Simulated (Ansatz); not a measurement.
# MoS2 in Ansatz: single point with PBE

Aim: the single point of MoS2 with PBE.

All numbers are computed with Ansatz 0.2.0; they aren't measurements. Logs are shortened: lines on timing, memory, paths and dates and some standing lists are left out, and cuts for length are marked.

## 1. The structure

The cell holds a slab with vacuum, 6 atoms: a = 3.185 Å, b = 3.185 Å, c = 21.671 Å, α = 90.00°, β = 90.00°, γ = 120.00°.

## 2. Single point, PBE

Contents of input.yaml:

```yaml
crystal:
  lattice:
    - [3.184541456, 0.0, 0.0]
    - [-1.592270728, 2.7578938003, 0.0]
    - [0.0, 0.0, 21.67053472]
  atoms:
    - { symbol: Mo, position: [0.3333333333, 0.6666666667, 0.85116023] }
    - { symbol: Mo, position: [0.6666666667, 0.3333333333, 0.14883977] }
    - { symbol: S, position: [0.6666666667, 0.3333333333, 0.77962539] }
    - { symbol: S, position: [0.3333333333, 0.6666666667, 0.077251] }
    - { symbol: S, position: [0.6666666667, 0.3333333333, 0.922749] }
    - { symbol: S, position: [0.3333333333, 0.6666666667, 0.22037461] }
kpoints:
  mp_grid: { grid: [6, 6, 2] }
scf:
  occupations: { method: fermi_dirac, width: 0.03 }
hamiltonian:
  xc: pbe
  pseudopotentials: { kind: all_electron, lapw: { basis_error: 0.002 } }
output:
  forces: true
  stress: true
  eigenvalues: true
```

Potentials or basis: all-electron LAPW, scalar-relativistic.

Run with:

```console
$ ansatz run input.yaml --threads 4 --pin off --max-ram 12288MiB --backend cpu --events-out ev --progress --plain --runs-dir out
```

The program printed:

```text
Warning: RAYON_NUM_THREADS=4 ignored (pool sized by the plan → 4); use --threads N
LAPW: plane waves up to 7.960 Å⁻¹, error target 2.0e-3 eV per atom; small_component_spin mean_spin; S in spheres of 1.062 Å, 14 of its electrons in bands, Dirac shells []; Mo in spheres of 1.343 Å, 30 of its electrons in bands, Dirac shells [] (how accurate: hamiltonian.pseudopotentials.lapw.basis_error, Limitations)
Engine: ansatz 0.2.0, x86_64-unknown-linux-gnu
Pseudopotentials: kind: all_electron
Pseudopotential: Mo, LAPW, valence charge 30, lapw/all_electron/scalar/gaussian/Mo, Koelling and Harmon's equation, gaussian nucleus
Pseudopotential: S, LAPW, valence charge 14, lapw/all_electron/scalar/gaussian/S, Koelling and Harmon's equation, gaussian nucleus
Functional definition: PBE
  parameter kappa = 0.804
  parameter beta = 0.06672455060314922
  exchange = pbe_x(kappa = kappa, mu = beta*pi^2/3)
  correlation = pbe_c(beta = beta)
Crystal: 6 atoms, lattice volume = 190.324 Å³
Basis set: ecut = 241.37737970787722 eV, 1561 PW (Γ), exchange–correlation at level 2
Bands: 70, of which v1, the nominal top of the filled ones, is band 58 counted from 1 (57 counted from 0)
Symmetry: 12 space group operations
Space group: P-3m1 (ITA 164), of the structure as read, at distance tolerance 5.8e-5 Å
k-points: 14 of 72
Non-local potential: Mo, projectors of the file, none
Non-local potential: S, projectors of the file, none
Initial density: superposition of atomic densities (neutral atoms: chi_scale 0, normalization atom)
Initial wavefunctions: plane waves of lowest kinetic energy (no species holds an atomic orbital)
Functional: x = pbe(κ = 0.804, μ = 0.2195149727645171), c = pbe(β = 0.06672455060314922)
iter 1 solved again at ethr=5.56e-3 eV; its pass at ethr=1.00e-1 eV (dr2=6.45e0 eV) is discarded
SCF iter   1: F=—  HF=-263814.598700 eV  |F-HF|=—  |Δ(HF+E_count)|=         —  Δρ=4.90e-2  dr2=6.45e0  ethr=5.56e-3  ⟨swp⟩=2.0  Hψ=6433  notcnv=0
preconditioner: auto → Resta (q_TF=auto, 2.512 Å⁻¹)  ε∞=3.5  [insulator: Δε(μ)=1.364 eV  Ē_g=10.222 eV  σ=0.030 eV  W_gap=1.00  n_scr=58 (ndim 8)  ℏωp=16.1 eV  f_vac=0.446  D(μ)=0.00/eV (n_scr^D=0)  ε∞_Penn≈3.5  vacuum switching on, ρ_ref=7.6e-3 e/Å³]
SCF iter   2: F=—  HF=-263813.654666 eV  |F-HF|=—  |Δ(HF+E_count)|=   9.44e-1  Δρ=3.66e-2  dr2=9.75e0  ethr=5.56e-3  ⟨swp⟩=3.0  Hψ=3011  notcnv=0
iter 3 solved again at ethr=3.90e-4 eV; its pass at ethr=5.56e-3 eV (dr2=4.53e-1 eV) is discarded
SCF iter   3: F=—  HF=-263811.850048 eV  |F-HF|=—  |Δ(HF+E_count)|=    1.80e0  Δρ=1.39e-2  dr2=4.51e-1  ethr=3.90e-4  ⟨swp⟩=2.1  Hψ=4808  notcnv=0
SCF iter   4: F=—  HF=-263811.727955 eV  |F-HF|=—  |Δ(HF+E_count)|=         —  Δρ=3.41e-3  dr2=7.21e-2  ethr=3.89e-4  ⟨swp⟩=3.0  Hψ=3161  notcnv=0
the basis was enlarged: its passes take 6.4 MiB over the memory plan, 4 of 4 planned eigensolver slots
SCF iter   5: F=—  HF=-263811.712922 eV  |F-HF|=—  |Δ(HF+E_count)|=   1.50e-2  Δρ=1.34e-3  dr2=7.21e-3  ethr=6.21e-5  ⟨swp⟩=2.9  Hψ=2945  notcnv=0
SCF iter   6: F=—  HF=-263811.712698 eV  |F-HF|=—  |Δ(HF+E_count)|=   2.24e-4  Δρ=6.71e-4  dr2=3.05e-3  ethr=6.22e-6  ⟨swp⟩=2.3  Hψ=2788  notcnv=0
SCF iter   7: F=—  HF=-263811.712471 eV  |F-HF|=—  |Δ(HF+E_count)|=   2.26e-4  Δρ=2.82e-4  dr2=1.18e-3  ethr=2.63e-6  ⟨swp⟩=3.0  Hψ=2918  notcnv=0
SCF iter   8: F=—  HF=-263811.712388 eV  |F-HF|=—  |Δ(HF+E_count)|=   8.35e-5  Δρ=7.22e-5  dr2=2.92e-5  ethr=1.02e-6  ⟨swp⟩=2.0  Hψ=2745  notcnv=0
SCF iter   9: F=—  HF=-263811.712395 eV  |F-HF|=—  |Δ(HF+E_count)|=   7.35e-6  Δρ=2.15e-5  dr2=1.46e-6  ethr=2.52e-8  ⟨swp⟩=3.0  Hψ=2861  notcnv=0
SCF iter  10: F=—  HF=-263811.712396 eV  |F-HF|=—  |Δ(HF+E_count)|=   6.96e-7  Δρ=4.68e-6  dr2=5.96e-8  ethr=1.26e-9  ⟨swp⟩=3.0  Hψ=2895  notcnv=0
SCF iter  11: F=-263811.712396 eV  HF=-263811.712396 eV  |F-HF|=1.16e-8  |Δ(HF+E_count)|=   3.19e-8  Δρ=1.46e-6  dr2=5.31e-9  ethr=5.14e-11  ⟨swp⟩=3.0  Hψ=2921  notcnv=0
SCF 1 converged in 11 iterations: F = -263811.712396 eV  dr2 = 5.31e-9
SCF converged after 11 iterations
Free energy (F): -263811.712396 eV
Harris-Foulkes:  -263811.712396 eV  (|F-HF|=1.16e-8)
Internal energy: -263811.712396 eV  (E = F + TS)
E sigma→0 (E₀):  -263811.712396 eV
Fermi energy:    4.881351 eV
--- Per-component energies (eV) ---
  E_band       = -14494.715406
  E_kinetic    = 272002.430994
  E_xc         = -9534.919931
  E_electrostatic = -526279.223459  (all electrons and nuclei)
  E_smearing   = -0.000000  (= −TS)
  E_closure    = 0.000000  (closes the sum)
  E_atoms      = -263768.176214  (free atoms, spherical and without spin; not in F)
  Σ components = -263811.712396   (vs F -263811.712396, Δ=0.00e0)
  Basis errors (estimates in eV, not in F): energy 9.1e-4 per atom: plane waves 8.2e-4 (5.0e-4 summed), levels above the bands 1.6e-94, relativity 5.4e-8, radial functions 8.7e-5, core shells 2.5e-7; eigenvalues (radial functions only) 2.2e-6; not estimated: angular momenta, meshes, grids; target (lapw.basis_error) 2.0e-3; muffin-tin radii S 1.062 Å, Mo 1.343 Å
--- Forces (eV/Å), atoms counted from 1 ---
  atom   1  Mo     0.00000000    -0.00000000     0.00200320
  atom   2  Mo     0.00000000     0.00000000    -0.00200320
  atom   3  S      0.00000000     0.00000000    -0.23980760
  atom   4  S     -0.00000000    -0.00000000    -0.18098048
  atom   5  S     -0.00000000     0.00000000     0.18098048
  atom   6  S      0.00000000    -0.00000000     0.23980760
  max |Σ_I F_I| component: 1.16e-18 eV/Å
--- Stress (GPa, compression-positive) ---
        0.472893       0.000000       0.000000
        0.000000       0.472893       0.000000
        0.000000       0.000000       1.409485
  P = ⅓ Tr σ = 0.7851 GPa (7.851 kbar)
--- Band table (eV; the first three rows and the last of 14) ---
  k-point 0: bands = ["-371.8309", "-371.8309", "-371.8097", "-371.8097", "-371.8097", "-371.8097", "-213.7111", "-213.7111", "-213.7111", "-213.7111", "-213.6994", "-213.6994", "-213.6885", "-213.6885", "-213.6885", "-213.6885", "-201.3530", "-201.3530", "-201.3474", "-201.3474", "-146.1469", "-146.1469", "-146.1469", "-146.1469", "-146.1420", "-146.1420", "-146.1420", "-146.1420", "-146.0946", "-146.0946", "-146.0875", "-146.0875", "-56.9606", "-56.9606", "-31.0996", "-31.0996", "-30.8944", "-30.8944", "-30.8944", "-30.8944", "-10.2509", "-10.1804", "-8.9298", "-8.8110", "-1.9112", "-1.5740", "1.2280", "1.2280", "1.2311", "1.2311", "1.7687", "2.3432", "2.3432", "2.3541", "2.3541", "2.5627", "3.7918", "4.2755", "6.6576", "6.6576", "6.6655", "6.6655", "6.9198", "6.9198", "6.9626", "6.9626", "9.2894", "9.5975", "10.0506", "10.1903"]
  k-point 1: bands = ["-371.8309", "-371.8309", "-371.8097", "-371.8097", "-371.8097", "-371.8097", "-213.7111", "-213.7111", "-213.7111", "-213.7111", "-213.6994", "-213.6994", "-213.6885", "-213.6885", "-213.6885", "-213.6885", "-201.3530", "-201.3530", "-201.3474", "-201.3474", "-146.1469", "-146.1469", "-146.1469", "-146.1469", "-146.1420", "-146.1420", "-146.1420", "-146.1420", "-146.0946", "-146.0946", "-146.0875", "-146.0875", "-56.9606", "-56.9606", "-31.0996", "-31.0996", "-30.8944", "-30.8944", "-30.8944", "-30.8944", "-10.2509", "-10.1804", "-8.9298", "-8.8110", "-1.9112", "-1.5740", "1.2280", "1.2280", "1.2311", "1.2311", "1.7687", "2.3432", "2.3432", "2.3540", "2.3540", "2.5627", "3.7918", "4.2755", "6.6576", "6.6576", "6.6655", "6.6655", "6.9198", "6.9198", "6.9625", "6.9625", "9.3013", "9.5664", "10.1197", "10.1429"]
  k-point 2: bands = ["-371.8309", "-371.8309", "-371.8097", "-371.8097", "-371.8097", "-371.8097", "-213.7111", "-213.7111", "-213.7111", "-213.7111", "-213.6994", "-213.6994", "-213.6885", "-213.6885", "-213.6885", "-213.6885", "-201.3530", "-201.3530", "-201.3474", "-201.3474", "-146.1469", "-146.1469", "-146.1469", "-146.1469", "-146.1420", "-146.1420", "-146.1420", "-146.1420", "-146.0946", "-146.0946", "-146.0875", "-146.0875", "-56.9513", "-56.9513", "-31.0809", "-31.0809", "-30.9894", "-30.9893", "-30.9160", "-30.9160", "-9.8567", "-9.7885", "-8.7656", "-8.6616", "-1.5021", "-1.1785", "0.4782", "0.4981", "0.8321", "1.1134", "1.6319", "1.6404", "1.7961", "1.8106", "2.6691", "3.0164", "3.5785", "3.7645", "6.1558", "6.3590", "6.4580", "6.5193", "6.5780", "6.6247", "7.2459", "7.2823", "9.8608", "10.1830", "11.4161", "11.7035"]
  k-point 13: bands = ["-371.8309", "-371.8309", "-371.8097", "-371.8097", "-371.8097", "-371.8097", "-213.7111", "-213.7111", "-213.7111", "-213.7111", "-213.6994", "-213.6994", "-213.6885", "-213.6885", "-213.6885", "-213.6885", "-201.3530", "-201.3530", "-201.3474", "-201.3474", "-146.1469", "-146.1469", "-146.1469", "-146.1469", "-146.1420", "-146.1420", "-146.1420", "-146.1420", "-146.0946", "-146.0946", "-146.0875", "-146.0875", "-56.9185", "-56.9185", "-31.1752", "-31.1752", "-31.1309", "-31.1309", "-31.0148", "-31.0148", "-8.0904", "-8.0904", "-7.9960", "-7.9960", "-1.5499", "-1.5060", "-0.7001", "-0.7001", "-0.2142", "-0.1422", "0.3123", "0.3123", "1.0358", "1.0358", "1.7918", "1.7918", "3.8471", "3.8945", "5.5288", "5.5288", "6.8310", "7.1759", "7.4565", "7.4565", "8.7701", "8.7701", "10.7878", "11.4682", "11.5747", "11.5747"]
```

Wall time 23 s (4 threads of Intel Xeon at 2.50GHz (Skylake/Cascade Lake), shared host); peak memory 0.65 GiB.

Results:

| Item | Value |
| --- | --- |
| Free energy | -263811.7124 eV |
| Largest force | 0.240 eV/Å |
| Band gap on the k mesh | 1.25 eV, indirect (least direct gap 1.63 eV) |

Forces on the atoms (eV/Å):
```
Mo   0.000  0.000  0.002
Mo   0.000  0.000 -0.002
S    0.000  0.000 -0.240
S    0.000  0.000 -0.181
S    0.000  0.000  0.181
S    0.000  0.000  0.240
```

Stress tensor (GPa, compression positive):
```
0.47 0.00 0.00
0.00 0.47 0.00
0.00 0.00 1.41
```
